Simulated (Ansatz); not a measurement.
Input and output for Si (diamond type): DFT, PBEsol, all-electron LAPW, scalar-relativistic (Ansatz 0.2.0). This run: bulk in the slab's orientation.

The cell comes from a relaxation on PAW files under the same functional.

Command: `ansatz run input.yaml --threads 2 --pin off --max-ram 4096MiB --backend cpu --events-out ev --progress --plain --runs-dir out` It took 5.7 s on 2 threads of Intel(R) Xeon(R) 6975P-C (Granite Rapids), on a shared host, peak memory 0.4 GiB.

```yaml
crystal:
  lattice:
    - [-2.7165779569, 2.7165779569, 0.0]
    - [0.0, 0.0, 5.4331559138]
    - [2.7165779569, 2.7165779569, 0.0]
  atoms:
    - { symbol: Si, position: [0.5, 0.375, 0.25] }
    - { symbol: Si, position: [0.0, 0.875, 0.75] }
    - { symbol: Si, position: [0.0, 0.125, 0.25] }
    - { symbol: Si, position: [0.5, 0.625, 0.75] }
kpoints:
  mp_grid: { grid: [8, 6, 8] }
scf:
  occupations: { method: fermi_dirac, width: 0.02 }
hamiltonian:
  xc: pbesol
  pseudopotentials: { kind: all_electron, lapw: { basis_error: 0.001 } }
output:
  forces: true
  stress: true
  eigenvalues: true
```

Output:

```
LAPW: plane waves up to 7.587 Å⁻¹, error target 1.0e-3 eV per atom; small_component_spin mean_spin; Si in spheres of 1.176 Å, 12 of its electrons in bands, Dirac shells [] (how accurate: hamiltonian.pseudopotentials.lapw.basis_error, Limitations)
Engine: ansatz 0.2.0
Pseudopotentials: kind: all_electron
Pseudopotential: Si, LAPW, valence charge 12, lapw/all_electron/scalar/gaussian/Si, Koelling and Harmon's equation, gaussian nucleus
Functional definition: PBEsol
  exchange = pbesol_x
  correlation = pbesol_c
Crystal: 4 atoms, lattice volume = 80.191 Å³
Basis set: ecut = 219.32904788604714 eV, 609 PW (Γ), exchange–correlation at level 2
Bands: 29, of which v1, the nominal top of the filled ones, is band 24 counted from 1 (23 counted from 0)
Symmetry: 32 space group operations
Space group: Fd-3m (ITA 227), of the structure as read, at distance tolerance 4.3e-5 Å
k-points: 60 of 384
Non-local potential: Si, projectors of the file, none
Initial density: superposition of atomic densities (chi_scale 0.1, normalization cell)
Initial wavefunctions: plane waves of lowest kinetic energy (no species holds an atomic orbital)
Functional: x = pbesol(κ = 0.804, μ = 0.12345679012345678), c = pbesol(β = 0.046)
iter 1 solved again at ethr=3.03e-3 eV; its pass at ethr=1.00e-1 eV (dr2=1.46e0 eV) is discarded
SCF iter   1: F=—  HF=-31512.262571 eV  |F-HF|=—  |Δ(HF+E_count)|=         —  Δρ=4.17e-2  dr2=1.46e0  ethr=3.03e-3  ⟨swp⟩=2.0  Hψ=12371  notcnv=0
preconditioner: auto → Resta (q_TF=auto, 2.505 Å⁻¹)  ε∞=4.9  [insulator: Δε(μ)=0.822 eV  Ē_g=8.411 eV  σ=0.020 eV  W_gap=1.00  n_scr=20 (ndim 8)  ℏωp=16.6 eV  f_vac=0.000  D(μ)=0.00/eV (n_scr^D=0)  ε∞_Penn≈4.9]
SCF iter   2: F=—  HF=-31512.019699 eV  |F-HF|=—  |Δ(HF+E_count)|=   2.43e-1  Δρ=2.51e-2  dr2=5.98e-1  ethr=3.03e-3  ⟨swp⟩=2.0  Hψ=4856  notcnv=0
iter 3 solved again at ethr=1.70e-5 eV; its pass at ethr=1.24e-3 eV (dr2=8.18e-3 eV) is discarded
SCF iter   3: F=—  HF=-31511.846194 eV  |F-HF|=—  |Δ(HF+E_count)|=   1.74e-1  Δρ=2.73e-3  dr2=7.94e-3  ethr=1.70e-5  ⟨swp⟩=3.0  Hψ=8945  notcnv=0  defer=1
SCF iter   4: F=—  HF=-31511.849040 eV  |F-HF|=—  |Δ(HF+E_count)|=         —  Δρ=5.51e-4  dr2=4.69e-4  ethr=1.66e-5  ⟨swp⟩=2.5  Hψ=4880  notcnv=0
the basis was enlarged: its passes take 400.0 KiB over the memory plan, 2 of 2 planned eigensolver slots
SCF iter   5: F=—  HF=-31511.849225 eV  |F-HF|=—  |Δ(HF+E_count)|=   1.85e-4  Δρ=1.93e-4  dr2=2.46e-5  ethr=9.78e-7  ⟨swp⟩=3.0  Hψ=5001  notcnv=0
SCF iter   6: F=—  HF=-31511.849261 eV  |F-HF|=—  |Δ(HF+E_count)|=   3.65e-5  Δρ=2.86e-5  dr2=5.34e-7  ethr=5.12e-8  ⟨swp⟩=3.0  Hψ=4958  notcnv=0
SCF iter   7: F=-31511.849261 eV  HF=-31511.849261 eV  |F-HF|=6.08e-8  |Δ(HF+E_count)|=   1.64e-7  Δρ=5.98e-6  dr2=1.43e-8  ethr=1.11e-9  ⟨swp⟩=3.0  Hψ=5012  notcnv=0
SCF 1 converged in 7 iterations: F = -31511.849261 eV  dr2 = 1.43e-8
SCF converged after 7 iterations
Free energy (F): -31511.849261 eV
Harris-Foulkes:  -31511.849261 eV  (|F-HF|=6.08e-8)
Internal energy: -31511.849261 eV  (E = F + TS)
E sigma→0 (E₀):  -31511.849261 eV
Entropy (-TS):   -0.000000 eV (-0.000 meV/atom)
Fermi energy:    7.633807 eV
--- Per-component energies (eV) ---
  E_band       = -2945.416895
  E_kinetic    = 31592.824805
  E_xc         = -2212.976361
  E_electrostatic = -60891.697706  (all electrons and nuclei)
  E_smearing   = -0.000000  (= −TS)
  E_closure    = 0.000000  (closes the sum)
  E_atoms      = -31488.843489  (free atoms, spherical and without spin; not in F)
  Σ components = -31511.849261   (vs F -31511.849261, Δ=0.00e0)
  Basis errors (estimates in eV, not in F): energy 4.8e-4 per atom: plane waves 4.3e-4 (2.6e-4 summed), levels above the bands 7.3e-69, relativity 7.6e-9, radial functions 4.6e-5, core shells 2.9e-14; eigenvalues (radial functions only) 7.2e-7; not estimated: angular momenta, meshes, grids; target (lapw.basis_error) 1.0e-3; muffin-tin radii Si 1.176 Å
--- Forces (eV/Å), atoms counted from 1 ---
  atom   1  Si     0.00000000     0.00000000     0.00000000
  atom   2  Si    -0.00000000     0.00000000     0.00000000
  atom   3  Si    -0.00000000    -0.00000000     0.00000000
  atom   4  Si    -0.00000000     0.00000000     0.00000000
  max |Σ_I F_I| component: 5.20e-18 eV/Å
--- Stress (GPa, compression-positive) ---
       -0.002281      -0.000000       0.000000
       -0.000000      -0.002281       0.000000
        0.000000       0.000000      -0.060783
  P = ⅓ Tr σ = -0.0218 GPa (-0.218 kbar)
--- Band table (eV; the first three rows and the last of 60) ---
  k-point 0: bands = ["-126.0010", "-125.9971", "-125.9971", "-125.9932", "-82.2817", "-82.2817", "-82.2795", "-82.2791", "-82.2791", "-82.2711", "-82.2711", "-82.2626", "-82.2623", "-82.2623", "-82.2598", "-82.2598", "-4.5805", "-0.4271", "-0.4271", "4.5290", "4.5290", "7.3976", "7.3978", "7.3978", "7.9981", "7.9981", "9.9192", "9.9193", "9.9193"]
  k-point 1: bands = ["-126.0008", "-125.9972", "-125.9969", "-125.9933", "-82.2818", "-82.2816", "-82.2797", "-82.2792", "-82.2790", "-82.2716", "-82.2706", "-82.2625", "-82.2624", "-82.2622", "-82.2599", "-82.2597", "-4.4438", "-0.4942", "-0.2795", "3.8328", "4.6387", "6.3420", "6.8622", "7.3348", "8.1254", "9.1555", "10.0596", "10.1588", "10.2094"]
  k-point 2: bands = ["-126.0004", "-125.9976", "-125.9965", "-125.9937", "-82.2819", "-82.2813", "-82.2802", "-82.2795", "-82.2784", "-82.2728", "-82.2692", "-82.2631", "-82.2619", "-82.2618", "-82.2601", "-82.2597", "-4.0389", "-0.8355", "0.1622", "3.0460", "4.7020", "4.9584", "5.7458", "7.1057", "8.4979", "10.3911", "10.4796", "10.6976", "11.4436"]
  k-point 59: bands = ["-125.9971", "-125.9971", "-125.9971", "-125.9971", "-82.2818", "-82.2818", "-82.2818", "-82.2818", "-82.2707", "-82.2707", "-82.2707", "-82.2707", "-82.2599", "-82.2599", "-82.2599", "-82.2599", "-0.2583", "-0.2583", "-0.2583", "-0.2583", "3.5000", "3.5000", "3.5000", "3.5000", "11.5776", "11.5776", "11.5776", "11.5776", "12.3403"]
```

Next run, as changes to the input before:

```diff
   lattice:
-    - [-2.7165779569, 2.7165779569, 0.0]
-    - [0.0, 0.0, 5.4331559138]
-    - [2.7165779569, 2.7165779569, 0.0]
+    - [3.8418213899, 0.0, 0.0]
+    - [0.0, 5.4331559138, 0.0]
+    - [0.0, 0.0, 19.8418]
   atoms:
-    - { symbol: Si, position: [0.5, 0.375, 0.25] }
-    - { symbol: Si, position: [0.0, 0.875, 0.75] }
-    - { symbol: Si, position: [0.0, 0.125, 0.25] }
-    - { symbol: Si, position: [0.5, 0.625, 0.75] }
+    - { symbol: Si, position: [0.75, 0.125, 0.4031886878] }
+    - { symbol: Si, position: [0.25, 0.875, 0.4031886878] }
+    - { symbol: Si, position: [0.25, 0.625, 0.5] }
+    - { symbol: Si, position: [0.75, 0.375, 0.5] }
+    - { symbol: Si, position: [0.75, 0.125, 0.5968113122] }
+    - { symbol: Si, position: [0.25, 0.875, 0.5968113122] }
 kpoints:
-  mp_grid: { grid: [8, 6, 8] }
+  mp_grid: { grid: [8, 6, 1] }
 scf:
   eigenvalues: true
+  populations: true
+  dos: { projected: true, de: 0.2, e_range: [-14, 8] }
+efield:
+  axis: 3
+  amplitude: 0
+  dipole_correction: true
```

Command: `ansatz run input.yaml --threads 2 --pin off --max-ram 4096MiB --backend cpu --events-out ev --progress --plain --runs-dir out` It took 44 s on 2 threads of Intel(R) Xeon(R) 6975P-C (Granite Rapids) (shared host), peak memory 0.7 GiB.

Results part of the output:

```
SCF 1 converged in 9 iterations: F = -47263.298370 eV  dr2 = 1.36e-8
SCF converged after 9 iterations
Free energy (F): -47263.298370 eV
Harris-Foulkes:  -47263.298370 eV  (|F-HF|=2.67e-8)
Internal energy: -47263.288726 eV  (E = F + TS)
E sigma→0 (E₀):  -47263.293548 eV
Entropy (-TS):   -0.009644 eV (-1.607 meV/atom)
Fermi energy:    -1.279668 eV
Dipole field:    D = -0.000000 V/Å  (p = -0.000000 e·Å, saw-weighted, corrected)
Work function:   Φ+ = 4.8017 eV   Φ− = 4.8017 eV
Levels:          The Fermi level and band energies are counted from a zero that moves with the ramp; work functions are not
--- Per-component energies (eV) ---
  E_band       = -5035.445135
  E_kinetic    = 47380.139738
  E_xc         = -3312.130246
  E_efield     = 0.000000  (sawtooth field / dipole correction)
  E_electrostatic = -91331.298218  (all electrons and nuclei)
  E_smearing   = -0.009644  (= −TS)
  E_closure    = 0.000000  (closes the sum)
  E_atoms      = -47233.265234  (free atoms, spherical and without spin; not in F)
  Σ components = -47263.298370   (vs F -47263.298370, Δ=0.00e0)
[... lines left out ...]
  atom   6  Si    -0.00000000     0.56117353    -0.25265135
  max |Σ_I F_I| component: 3.18e-9 eV/Å
--- Stress (GPa, compression-positive) ---
       -0.649039       0.000000      -0.000000
        0.000000      -0.721810      -0.000000
       -0.000000      -0.000000      -0.748765
  P = ⅓ Tr σ = -0.7065 GPa (-7.065 kbar)
--- Band table (eV; the first three rows and the last of 20) ---
  k-point 0: bands = ["-134.7886", "-134.7885", "-134.7847", "-134.7846", "-134.7493", "-134.7454", "-91.1116", "-91.1115", "-91.1083", "-91.1081", "-91.0660", "-91.0617", "-91.0601", "-91.0542", "-91.0487", "-91.0447", "-91.0436", "-91.0436", "-91.0244", "-91.0244", "-91.0188", "-91.0157", "-91.0073", "-90.9995", "-12.4750", "-10.7565", "-9.3064", "-8.1831", "-5.8136", "-4.5893", "-4.3606", "-3.5376", "-2.3399", "-2.0812", "-1.9133", "-1.4436", "-1.0721", "0.0431", "0.5868", "1.3431", "1.8104", "1.8137", "2.1041", "3.0528"]
  k-point 1: bands = ["-134.7886", "-134.7885", "-134.7847", "-134.7846", "-134.7493", "-134.7454", "-91.1116", "-91.1115", "-91.1083", "-91.1081", "-91.0658", "-91.0616", "-91.0603", "-91.0542", "-91.0484", "-91.0449", "-91.0436", "-91.0436", "-91.0244", "-91.0244", "-91.0188", "-91.0156", "-91.0073", "-90.9995", "-12.3615", "-10.7141", "-9.8961", "-7.5962", "-6.2984", "-4.3129", "-4.0588", "-3.4420", "-2.4231", "-2.3195", "-1.8770", "-1.6711", "-0.6367", "0.1918", "0.2146", "1.3235", "1.5360", "1.9690", "2.3421", "3.3396"]
  k-point 2: bands = ["-134.7886", "-134.7885", "-134.7847", "-134.7846", "-134.7493", "-134.7454", "-91.1116", "-91.1114", "-91.1083", "-91.1081", "-91.0655", "-91.0616", "-91.0609", "-91.0543", "-91.0476", "-91.0454", "-91.0436", "-91.0436", "-91.0245", "-91.0244", "-91.0187", "-91.0156", "-91.0073", "-90.9995", "-12.0254", "-10.7403", "-10.6221", "-6.8900", "-6.7926", "-4.4989", "-3.3907", "-3.1635", "-2.4953", "-2.2774", "-2.1761", "-1.3059", "-0.9151", "-0.4028", "0.5997", "1.1789", "1.6181", "2.2046", "2.8805", "3.1831"]
  k-point 19: bands = ["-134.7866", "-134.7866", "-134.7866", "-134.7866", "-134.7474", "-134.7474", "-91.1100", "-91.1100", "-91.1099", "-91.1099", "-91.0641", "-91.0641", "-91.0598", "-91.0598", "-91.0478", "-91.0478", "-91.0321", "-91.0321", "-91.0317", "-91.0317", "-91.0180", "-91.0180", "-91.0026", "-91.0026", "-10.1211", "-10.1211", "-8.4479", "-8.4479", "-7.9057", "-7.9057", "-4.3651", "-4.3651", "-3.7450", "-3.7450", "-1.9380", "-1.9380", "-0.7372", "-0.7372", "2.1560", "2.1560", "2.7028", "2.7028", "3.0006", "3.0006"]
--- Löwdin populations: 6 sites ---
  site symbol       q [e]
     0     Si     13.9585
     1     Si     13.9585
     2     Si     13.9388
     3     Si     13.9388
     4     Si     13.9585
     5     Si     13.9585
  spilling = 0.003432 (of n_electrons = 84.000000)
```

Next run (atoms relaxed), as changes to the input before:

```diff
   atoms:
-    - { symbol: Si, position: [0.75, 0.125, 0.4031886878] }
-    - { symbol: Si, position: [0.25, 0.875, 0.4031886878] }
-    - { symbol: Si, position: [0.25, 0.625, 0.5] }
-    - { symbol: Si, position: [0.75, 0.375, 0.5] }
-    - { symbol: Si, position: [0.75, 0.125, 0.5968113122] }
-    - { symbol: Si, position: [0.25, 0.875, 0.5968113122] }
+    - { symbol: Si, position: [0.75, 0.1157992544, 0.4085407519] }
+    - { symbol: Si, position: [0.25, 0.8842007456, 0.4085407519] }
+    - { symbol: Si, position: [0.25, 0.6199621175, 0.4999999991] }
+    - { symbol: Si, position: [0.75, 0.3800378825, 0.4999999991] }
+    - { symbol: Si, position: [0.75, 0.1157992421, 0.5914592489] }
+    - { symbol: Si, position: [0.25, 0.8842007579, 0.5914592489] }
 kpoints:
   eigenvalues: true
-  populations: true
-  dos: { projected: true, de: 0.2, e_range: [-14, 8] }
+relax:
+  f_tol: 0.01
+  max_steps: 12
 efield:
```

Results part of the output:

```
SCF converged after 2 iterations
Free energy (F): -47263.406544 eV
Harris-Foulkes:  -47263.406544 eV  (|F-HF|=7.04e-9)
Internal energy: -47263.398471 eV  (E = F + TS)
E sigma→0 (E₀):  -47263.402508 eV
Entropy (-TS):   -0.008074 eV (-1.346 meV/atom)
Fermi energy:    -1.308294 eV
Dipole field:    D = -0.000000 V/Å  (p = -0.000000 e·Å, saw-weighted, corrected)
Work function:   Φ+ = 4.8267 eV   Φ− = 4.8267 eV
Levels:          The Fermi level and band energies are counted from a zero that moves with the ramp; work functions are not
--- Per-component energies (eV) ---
  E_band       = -5036.339857
  E_kinetic    = 47388.665529
  E_xc         = -3314.603376
  E_efield     = 0.000000  (sawtooth field / dipole correction)
  E_electrostatic = -91337.460625  (all electrons and nuclei)
  E_smearing   = -0.008074  (= −TS)
  E_closure    = 0.000000  (closes the sum)
  E_atoms      = -47233.265234  (free atoms, spherical and without spin; not in F)
  Σ components = -47263.406544   (vs F -47263.406544, Δ=0.00e0)
[... lines left out ...]
  max |Σ_I F_I| component: 3.83e-9 eV/Å
--- Stress (GPa, compression-positive) ---
        0.385206      -0.000000       0.000000
       -0.000000       0.829163       0.000000
        0.000000       0.000000      -0.010770
  P = ⅓ Tr σ = 0.4012 GPa (4.012 kbar)
--- Band table (eV; the first three rows and the last of 20) ---
  k-point 0: bands = ["-134.7463", "-134.7463", "-134.7408", "-134.7407", "-134.6772", "-134.6724", "-91.0678", "-91.0678", "-91.0635", "-91.0635", "-91.0153", "-91.0137", "-91.0068", "-91.0048", "-91.0025", "-91.0025", "-90.9753", "-90.9752", "-90.9749", "-90.9716", "-90.9442", "-90.9441", "-90.9350", "-90.9206", "-12.7706", "-10.9404", "-9.4689", "-8.3956", "-5.7481", "-4.6049", "-4.5625", "-3.8928", "-2.6908", "-2.0402", "-1.7299", "-1.6001", "-0.9869", "-0.3023", "0.8840", "1.1799", "1.6789", "1.9567", "2.0453", "3.1229"]
  k-point 1: bands = ["-134.7463", "-134.7463", "-134.7408", "-134.7407", "-134.6772", "-134.6724", "-91.0678", "-91.0678", "-91.0635", "-91.0635", "-91.0153", "-91.0136", "-91.0069", "-91.0049", "-91.0025", "-91.0025", "-90.9753", "-90.9752", "-90.9747", "-90.9717", "-90.9442", "-90.9441", "-90.9350", "-90.9206", "-12.6549", "-10.9019", "-10.1128", "-7.7384", "-6.2475", "-4.5416", "-3.9961", "-3.7954", "-2.6734", "-2.1828", "-1.9710", "-1.8595", "-0.6448", "-0.1446", "0.5739", "1.1031", "1.5461", "2.1664", "2.2249", "3.3004"]
  k-point 2: bands = ["-134.7463", "-134.7463", "-134.7408", "-134.7407", "-134.6772", "-134.6724", "-91.0678", "-91.0678", "-91.0635", "-91.0635", "-91.0152", "-91.0136", "-91.0070", "-91.0049", "-91.0025", "-91.0025", "-90.9753", "-90.9752", "-90.9745", "-90.9719", "-90.9441", "-90.9441", "-90.9351", "-90.9206", "-12.3113", "-10.9961", "-10.8192", "-6.8736", "-6.8392", "-4.5763", "-3.5103", "-3.2923", "-2.6377", "-2.4997", "-2.4675", "-1.3252", "-1.0741", "-0.0481", "0.3155", "1.0069", "1.5439", "2.5326", "2.8115", "3.1050"]
  k-point 19: bands = ["-134.7435", "-134.7435", "-134.7435", "-134.7435", "-134.6748", "-134.6748", "-91.0658", "-91.0658", "-91.0658", "-91.0658", "-91.0143", "-91.0143", "-91.0128", "-91.0128", "-90.9858", "-90.9858", "-90.9852", "-90.9852", "-90.9729", "-90.9729", "-90.9456", "-90.9456", "-90.9264", "-90.9264", "-10.3811", "-10.3811", "-8.6106", "-8.6106", "-8.1852", "-8.1852", "-4.4210", "-4.4210", "-3.8729", "-3.8729", "-1.8557", "-1.8557", "-0.5613", "-0.5613", "2.0290", "2.0290", "2.8334", "2.8334", "2.9090", "2.9090"]
--- Relaxed structure (2 steps of the walk, 2 accepted, 0 SCFs on fresh bases) ---
  F+E_penalty+E_count = -47263.40654432 eV   max|allowed force component| = 4.569e-3 eV/Å
  atoms:
    - { symbol: Si, position: [0.75, 0.11579925440000001, 0.40854075189999994] }
    - { symbol: Si, position: [0.25, 0.8842007456000001, 0.40854075189999994] }
    - { symbol: Si, position: [0.25, 0.6199621175000001, 0.4999999990999999] }
    - { symbol: Si, position: [0.75, 0.38003788250000003, 0.4999999990999999] }
    - { symbol: Si, position: [0.75, 0.11579924210000003, 0.5914592489] }
    - { symbol: Si, position: [0.25, 0.8842007579000001, 0.5914592489] }
```

Next run (no images along the normal), as changes to the input before:

```diff
+  periodic: [true, true, false]
 kpoints:
   eigenvalues: true
-relax:
-  f_tol: 0.01
-  max_steps: 12
-efield:
-  axis: 3
-  amplitude: 0
-  dipole_correction: true
```

Results part of the output:

```
Warning: crystal.periodic: the lattice vector that does not repeat stood 0.000° off the slab's normal, 19.842 Å along it as the deck builds it. The run solves the slab on a vector along the normal, 31.059 Å long, with every atom where it was (on the deck's vector they left 16.21 Å outside them, and the widest stretch free of ions among them is 1.81 Å). A fractional position that the run reports is
SCF 1 converged in 9 iterations: F = -47263.406546 eV  dr2 = 9.73e-9
SCF converged after 9 iterations
Free energy (F): -47263.406546 eV
Harris-Foulkes:  -47263.406546 eV  (|F-HF|=1.66e-8)
Internal energy: -47263.398472 eV  (E = F + TS)
E sigma→0 (E₀):  -47263.402509 eV
Entropy (-TS):   -0.008074 eV (-1.346 meV/atom)
Fermi energy:    -4.826709 eV
--- Per-component energies (eV) ---
  E_band       = -5289.666693
  E_kinetic    = 47388.665090
  E_xc         = -3314.603365
  E_electrostatic = -91337.460198  (all electrons and nuclei)
  E_smearing   = -0.008074  (= −TS)
  E_closure    = 0.000000  (closes the sum)
  E_atoms      = -47233.265234  (free atoms, spherical and without spin; not in F)
  Σ components = -47263.406546   (vs F -47263.406546, Δ=0.00e0)
[... lines left out ...]
  atom   1  Si     0.00000000     0.00412139     0.00456880
  atom   2  Si     0.00000000    -0.00412139     0.00456880
  atom   3  Si     0.00000000     0.00132777     0.00000000
  atom   4  Si     0.00000000    -0.00132777     0.00000000
  atom   5  Si     0.00000000     0.00412139    -0.00456880
  atom   6  Si     0.00000000    -0.00412139    -0.00456880
  max |Σ_I F_I| component: 5.20e-18 eV/Å
--- 2D stress c σ (N/m, compression-positive) ---
        0.764285       0.000000       0.000000
        0.000000       1.645336       0.000000
        0.000000       0.000000       0.000000
  P = ½ c Tr σ = 1.2048 N/m
--- Band table (eV; the first three rows and the last of 20) ---
  k-point 0: bands = ["-138.2647", "-138.2647", "-138.2592", "-138.2592", "-138.1956", "-138.1908", "-94.5862", "-94.5862", "-94.5820", "-94.5819", "-94.5337", "-94.5321", "-94.5252", "-94.5233", "-94.5210", "-94.5209", "-94.4937", "-94.4936", "-94.4933", "-94.4900", "-94.4626", "-94.4626", "-94.4534", "-94.4390", "-16.2891", "-14.4588", "-12.9873", "-11.9140", "-9.2665", "-8.1234", "-8.0809", "-7.4113", "-6.2093", "-5.5586", "-5.2483", "-5.1185", "-4.5053", "-3.8207", "-2.6344", "-2.3385", "-1.8395", "-1.5617", "-1.4715", "-0.4299"]
  k-point 1: bands = ["-138.2647", "-138.2647", "-138.2592", "-138.2592", "-138.1956", "-138.1908", "-94.5862", "-94.5862", "-94.5820", "-94.5819", "-94.5337", "-94.5321", "-94.5253", "-94.5233", "-94.5210", "-94.5209", "-94.4937", "-94.4936", "-94.4932", "-94.4901", "-94.4626", "-94.4626", "-94.4534", "-94.4390", "-16.1733", "-14.4204", "-13.6313", "-11.2568", "-9.7659", "-8.0601", "-7.5145", "-7.3138", "-6.1919", "-5.7012", "-5.4894", "-5.3780", "-4.1632", "-3.6630", "-2.9445", "-2.4153", "-1.9723", "-1.3506", "-1.2936", "-0.1926"]
  k-point 2: bands = ["-138.2647", "-138.2647", "-138.2592", "-138.2592", "-138.1956", "-138.1909", "-94.5862", "-94.5862", "-94.5820", "-94.5819", "-94.5336", "-94.5320", "-94.5254", "-94.5233", "-94.5210", "-94.5209", "-94.4937", "-94.4937", "-94.4929", "-94.4904", "-94.4626", "-94.4625", "-94.4535", "-94.4391", "-15.8297", "-14.5146", "-14.3377", "-10.3921", "-10.3576", "-8.0947", "-7.0288", "-6.8107", "-6.1561", "-6.0182", "-5.9859", "-4.8437", "-4.5925", "-3.5665", "-3.2029", "-2.5116", "-1.9746", "-0.9848", "-0.7069", "-0.4138"]
  k-point 19: bands = ["-138.2620", "-138.2620", "-138.2619", "-138.2619", "-138.1932", "-138.1932", "-94.5843", "-94.5843", "-94.5842", "-94.5842", "-94.5327", "-94.5327", "-94.5312", "-94.5312", "-94.5043", "-94.5043", "-94.5036", "-94.5036", "-94.4913", "-94.4913", "-94.4640", "-94.4640", "-94.4448", "-94.4448", "-13.8996", "-13.8996", "-12.1290", "-12.1290", "-11.7036", "-11.7036", "-7.9395", "-7.9395", "-7.3913", "-7.3913", "-5.3741", "-5.3741", "-4.0797", "-4.0797", "-1.4895", "-1.4895", "-0.6851", "-0.6851", "-0.6094", "-0.6094"]
  the weakly bound empty levels are not read free of the cell's end (augmented_plane_waves)
```
